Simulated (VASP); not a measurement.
# BAs: zone-centre modes, functional by functional, part 3 of 3

How much do the zone-centre frequencies of BAs depend on the functional? The starting structure is a measured crystal structure from the Crystallography Open Database.

VASP 6.6.1.

Results so far: LDA T2 700.2 cm⁻¹; LDA at the measured cell T2 684.8 cm⁻¹; PBEsol T2 692.3 cm⁻¹; PBE T2 679.4 cm⁻¹; PBEsol + D3(BJ) T2 708.1 cm⁻¹; r2SCAN T2 699.2 cm⁻¹.

**8. Modes with r2SCAN + rVV10**

Level of this step: r2SCAN with rVV10; plane waves and PAW (As, B) (VASP).

rVV10 adds a nonlocal correlation energy for dispersion. The cell comes from a relaxation at this level, not shown (27.30 Å³).

INCAR

```
SYSTEM = BAs
PREC = Accurate
ENCUT = 450
EDIFF = 1E-08
NELM = 100
ISMEAR = 0
SIGMA = 0.03
LREAL = .FALSE.
ALGO = Normal
METAGGA = R2SCAN
LUSE_VDW = .TRUE.
IVDW_NL = 2
BPARAM = 11.95
CPARAM = 0.0093
LASPH = .TRUE.
NBANDS = 10
LORBIT = 11
LWAVE = .FALSE.
LCHARG = .FALSE.
KPAR = 4
IBRION = 6
NFREE = 2
POTIM = 0.015
NSW = 1
ISIF = 2
```

POSCAR

```
BAs
1.0
    0.0000000000      2.3898139471      2.3898139471
    2.3898139471      0.0000000000      2.3898139471
    2.3898139471      2.3898139471      0.0000000000
As B
1 1
Direct
    0.7500000000      0.7500000000      0.7500000000
    0.0000000000      0.0000000000      0.0000000000
```

KPOINTS

```
Automatic mesh
0
Gamma
12 12 12
0 0 0
```

PAW data sets: As and B (PBE family, release 64).

Launch:

```
> mpirun -np 4 vasp_std
```

Output:

```text
[banner, memory and clock lines left out]
running    4 mpi-ranks, on    1 nodes
[...]
|                                                                             |
|               ----> ADVICE to this user running VASP <----                  |
|                                                                             |
|     You have switched on vdW-DFT.                                           |
|     This routine was written and supplied by Jiri Klimes. We recommend      |
|     that you carefully read and cite the following publications:            |
|       J. Klimes, D.R. Bowler, A. Michelides                                 |
|          J. Phys.: Cond Matt. 22 022201 (2010)                              |
|       J. Klimes, D.R. Bowler, A. Michelides                                 |
|          Phys. Rev. B. 83, 195131 (2011)                                    |
|     and references therein.                                                 |
|                                                                             |

[...]
DAV:  14    -0.221381488406E+02    0.21795E-07   -0.78193E-10   924   0.255E-04    0.280E-05
Total rVV10 correction in eV:      0.1162350    10.0781822
Total rVV10 correction in eV:      0.1162350    10.0781822
Total rVV10 correction in eV:      0.1162350    10.0781822
Total rVV10 correction in eV:      0.1162350    10.0781822
DAV:  15    -0.221381488357E+02    0.48813E-08   -0.43799E-11   886   0.585E-05
Total rVV10 correction in eV:      0.1162350    10.0781822
Total rVV10 correction in eV:      0.1162350    10.0781822
Total rVV10 correction in eV:      0.1162350    10.0781822
Total rVV10 correction in eV:      0.1162350    10.0781822
Total rVV10 correction in eV:      0.1162350    10.0781822
Total rVV10 correction in eV:      0.1162350    10.0781822
Total rVV10 correction in eV:      0.1162350    10.0781822
Total rVV10 correction in eV:      0.1162350    10.0781822
   1 F= -.22138149E+02 E0= -.22138149E+02  d E =-.588379E-17
[... from here on, the cycles between the ionic steps are left out ...]
   2 F= -.22136223E+02 E0= -.22136223E+02  d E =-.296759E-19
   3 F= -.22136223E+02 E0= -.22136223E+02  d E =-.296210E-19
   4 F= -.22136224E+02 E0= -.22136224E+02  d E =-.292091E-19
   5 F= -.22136224E+02 E0= -.22136224E+02  d E =-.294093E-19
 Finite differences progress:
  Degree of freedom:   2/  2
  Displacement:        2/  2
  Total:               4/  4
```

Run time: 5.2 min. Hardware: 4 MPI ranks of Intel Xeon Platinum 8259CL at 2.50GHz (Skylake/Cascade Lake), shared host; peak memory 1.2 GiB.

Parts of OUTCAR (step 8):

```text
  Total        0.0027416      0.0061765      0.0061765      0.0000000      0.1048419      0.0000000
  in kB        0.1609139      0.3625212      0.3625212      0.0000000      6.1535112      0.0000000
  external PRESSURE =       0.2953188 kB  Pullay stress =       0.0000000 kB

 POSITION                                       TOTAL-FORCE (eV/Angst)
 -----------------------------------------------------------------------------------
      3.58472      3.58472      3.58472        -0.256712      0.000000      0.000000
     -0.01500      0.00000      0.00000         0.256712     -0.000000     -0.000000
 -----------------------------------------------------------------------------------
    total drift:                               -0.000209     -0.000001     -0.000001

  FREE ENERGIE OF THE ION-ELECTRON SYSTEM (eV)
  ---------------------------------------------------
  free  energy   TOTEN  =       -22.1362243954 eV

  energy  without entropy=      -22.1362243954  energy(sigma->0) =      -22.13622440

[... 1 part as in an earlier step ...]

[... 2 further parts left out ...]
[key lines of the parts left out:]
E-fermi :   6.2925
```

With r2SCAN + rVV10 the mode is T2 701.9 cm⁻¹, +1.7 cm⁻¹ from LDA.

**9. Modes with HSE06**

HSE06 mixes in a quarter of exact exchange at short range, at far higher cost; in semiconductors this cures much of the gap error, while metals seldom gain. This run uses a 7×7×7 mesh. The cell comes from a relaxation at this level, not shown (27.14 Å³). Its starting orbitals come from a semilocal run on the same mesh, not shown.

Changes to INCAR since step 8:

```diff
@@ -9,9 +9,9 @@
 ALGO = Normal
-METAGGA = R2SCAN
-LUSE_VDW = .TRUE.
-IVDW_NL = 2
-BPARAM = 11.95
-CPARAM = 0.0093
+LHFCALC = .TRUE.
+AEXX = 0.25
+GGA = PE
+HFSCREEN = 0.2
 LASPH = .TRUE.
 NBANDS = 10
+PRECFOCK = Fast
 LORBIT = 11
```

POSCAR

```
BAs
1.0
    0.0000000000      2.3852309640      2.3852309640
    2.3852309640      0.0000000000      2.3852309640
    2.3852309640      2.3852309640      0.0000000000
As B
1 1
Direct
    0.7500000000      0.7500000000      0.7500000000
    0.0000000000      0.0000000000      0.0000000000
```

KPOINTS

```
Automatic mesh
0
Gamma
7 7 7
0 0 0
```

Launch:

```
> mpirun -np 4 vasp_std
```

Output:

```text
[banner, memory and clock lines left out]
running    4 mpi-ranks, on    1 nodes
[...]
LDA part: xc-table for (Slater+PW92), standard interpolation
 found WAVECAR, reading the header
 POSCAR, INCAR and KPOINTS ok, starting setup
[...]
reading WAVECAR
 the WAVECAR file was read successfully
 initial charge from wavefunction
 entering main loop
       N       E                     dE             d eps       ncg     rms          rms(c)
DAV:   1    -0.132833498807E+02   -0.13283E+02   -0.50056E-01   410   0.478E+00    0.247E+00
DAV:   2    -0.132865340145E+02   -0.31841E-02   -0.71426E-03   458   0.632E-01    0.160E+00
DAV:   3    -0.132858377896E+02    0.69622E-03   -0.64546E-04   456   0.131E-01    0.932E-01
DAV:   4    -0.132856214636E+02    0.21633E-03   -0.16851E-04   438   0.705E-02    0.526E-01
[...]
DAV:  16    -0.132855132449E+02   -0.25829E-07   -0.63236E-10   224   0.241E-04    0.609E-04
DAV:  17    -0.132855132589E+02   -0.14072E-07   -0.26813E-10   224   0.172E-04    0.340E-04
DAV:  18    -0.132855132666E+02   -0.77246E-08   -0.11667E-10   216   0.127E-04
   1 F= -.13285513E+02 E0= -.13285513E+02  d E =-.120034E-22
[... from here on, the cycles between the ionic steps are left out ...]
   2 F= -.13283480E+02 E0= -.13283480E+02  d E =-.591738E-24
   3 F= -.13283480E+02 E0= -.13283480E+02  d E =-.591681E-24
   4 F= -.13283480E+02 E0= -.13283480E+02  d E =-.588438E-24
   5 F= -.13283480E+02 E0= -.13283480E+02  d E =-.605743E-24
 Finite differences progress:
  Degree of freedom:   2/  2
  Displacement:        2/  2
  Total:               4/  4
```

Elapsed: 20 min, on 4 MPI ranks; peak memory 1.1 GiB; 79 min of CPU time.

From OUTCAR (step 9):

```text
  Total        0.0013543      0.0051433      0.0051433      0.0000000      0.1143082      0.0000000
  in kB        0.0799452      0.3036207      0.3036207      0.0000000      6.7478707      0.0000000
  external PRESSURE =       0.2290622 kB  Pullay stress =       0.0000000 kB

 POSITION                                       TOTAL-FORCE (eV/Angst)
 -----------------------------------------------------------------------------------
      3.57785      3.57785      3.57785        -0.271034      0.000000      0.000000
     -0.01500      0.00000      0.00000         0.271034      0.000000      0.000000
 -----------------------------------------------------------------------------------
    total drift:                               -0.000279     -0.000005      0.000007

  FREE ENERGIE OF THE ION-ELECTRON SYSTEM (eV)
  ---------------------------------------------------
  free  energy   TOTEN  =       -13.2834798076 eV

  energy  without entropy=      -13.2834798076  energy(sigma->0) =      -13.28347981

[... 3 further parts left out ...]
[key lines of the parts left out:]
E-fermi :   6.0740
```

With HSE06 the mode is T2 721.2 cm⁻¹, +21.0 cm⁻¹ from LDA.

**10. The runs compared**

| run | T2 | method | core minutes |
| --- | --- | --- | --- |
| LDA | 700.2 | perturbation theory | 6.2 |
| LDA at the measured cell | 684.8 | perturbation theory | 6.0 |
| PBEsol | 692.3 | perturbation theory | 6.93 |
| PBE | 679.4 | perturbation theory | 6.8 |
| PBEsol + D3(BJ) | 708.1 | finite displacements | 1.87 |
| r2SCAN | 699.2 | finite displacements | 8.07 |
| r2SCAN + rVV10 | 701.9 | finite displacements | 20.7 |
| HSE06 | 721.2 | finite displacements | 79.1 |

Modes are in cm⁻¹, degenerate ones as one, matched between runs by symmetry and order. A number in brackets counts the listed modes of one symmetry from the lowest. The symmetry labels come from an automatic analysis and can be wrong where levels nearly coincide. Core minutes are wall time times ranks of the run shown, on a shared host.

**11. Outcome**

```
T2, LDA                      : 700.2 cm⁻¹
T2, LDA at the measured cell : 684.8 cm⁻¹
T2, PBEsol                   : 692.3 cm⁻¹
T2, PBE                      : 679.4 cm⁻¹
T2, PBEsol + D3(BJ)          : 708.1 cm⁻¹
T2, r2SCAN                   : 699.2 cm⁻¹
T2, r2SCAN + rVV10           : 701.9 cm⁻¹
T2, HSE06                    : 721.2 cm⁻¹
```

On the cells relaxed at each level, the T2 mode of BAs lies between 679 cm⁻¹ (PBE) and 721 cm⁻¹ (HSE06, on a 7×7×7 mesh). Taking the measured cell, +2.2 % in volume, instead of the one relaxed with LDA moves T2 by -15.4 cm⁻¹. Some levels use perturbation theory and the others finite displacements, so their times can't be compared. LASPH is on in some of these runs and off in others, which adds a little to the differences. The dielectric constants and Born charges in the logs aren't compared here; at a small gap they can be far off, and in a run without a gap they mean nothing. HSE06 ran on a coarser mesh (7×7×7), which moves cell and modes too. The frequencies are harmonic, and the splitting of polar modes by their long-range field is left out. Further runs on this material are not shown.

[Lines on the potential files, build, host, timing and source positions are cut from VASP's logs without a mark.]

[Logs are printed without paths, hosts, clocks, repeated set-up lines and the standing remarks that a program may print on its own settings, such as how far it seeks lower states.]

[Hosts, paths, dates, database ids (printed as entryN), source tags and the programs' standing remarks are cut or masked in the printed files.]
